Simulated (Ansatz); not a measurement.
**Compressing NiGe: a fit and a missing row**

NiGe, Pnma, a = 5.311 Å, b = 3.440 Å, c = 5.739 Å. Ansatz: PBEsol, PAW, 420 eV, Γ-centred 8×10×6 mesh on 8 atoms, Gaussian smearing 0.10 eV; no spin polarisation. Shape and atoms are relaxed at each volume; pressure is positive in compression.

```
V (Å³/atom) P (GPa)
     11.534        ?
     11.927    18.17
     12.320    11.05
     12.713     5.05
     13.106     0.00
     13.500    -4.24
     13.893    -7.75
     14.417   -11.53
```

Problem. Take V0 = 13.106 Å³/atom, fit the third-order Birch–Murnaghan form to the other rows, and predict the missing pressure.

Solution. With the Eulerian strain f = ½[(V0/V)^(2/3) − 1] and y = P/[3f(1 + 2f)^(5/2)], the form is the line y = B0 + 1.5 B0 (B0′ − 4) f. Rows (f, y): 0.03243, 159.6; 0.02105, 157.8; 0.01025, 156.1; -0.00978, 151.8; -0.01907, 149.3; -0.03079, 146.3. Means f = 0.0006817, y = 153.48; Σ(Δf)² = 0.003004, ΣΔfΔy = 0.6335; the slope is their ratio. y = 153.3 + 210.8 f GPa, so B0 = 153.3 GPa and B0′ = 4 + 2 × (210.8)/(3 × 153.3) = 4.92. At V = 11.534, f = 0.04446, y = 162.67 and P = 26.85 GPa. The run gave 26.65 GPa, so the fit is 0.20 GPa too high, a small miss on the scale of the series.